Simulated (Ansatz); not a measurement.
## Pt under changes of volume

One of the cells (15.904 Å³/atom); the others are scaled copies at fixed shape and fractional positions:

```
Pt
1.0
    -1.58422    1.58422    1.58422
     1.58422   -1.58422    1.58422
     1.58422    1.58422   -1.58422
Pt
1
Direct
  0.00000 0.00000 0.00000
```

This isn't the form of Pt at room conditions, which is fcc.

* Program: Ansatz 0.2.0
* Functional: PBE0
* Potentials or basis: Ansatz PAW
* Cutoff: 420 eV (not typed: the program's choice for these potentials)
* k mesh: 6 × 6 × 6
* Occupations: fermi-dirac, width 0.05 eV
* Spin: no spin polarisation

| volume (Å³/atom) | energy over the lowest point (meV/atom) | pressure (GPa) |
| --- | --- | --- |
| 14.950 | 8.31 | 7.3 |
| 15.268 | 0.00 | 1.2 |
| 15.586 | 3.00 | -4.1 |
| 15.904 | 15.95 | -8.8 |
| 16.222 | 37.53 | -12.9 |
| 16.540 | 66.70 | -16.4 |
| 16.858 | ? | ? |

Question: What does the run at 16.858 Å³/atom give?

Answer: Energy over the lowest point 102.46 meV/atom; pressure -19.5 GPa.

Worked out: A Birch-Murnaghan fit of order 3 (a polynomial in V^(-2/3)) to the other rows has its minimum at 15.34 Å³/atom with B0 = V·E''(V) = 267 GPa and B' = 5.4. It gives 102.46 meV/atom at 16.858 Å³/atom, against the run's 102.46, and -dE/dV = -19.5 GPa, against -19.5.

Energies are extrapolated to zero smearing.

Caveats: all runs use coarse meshes; the PAW data sets come from PBE, with cores solved anew for the run's functional, which leaves a small shift of forces and pressure; the thresholds are loose for stress.
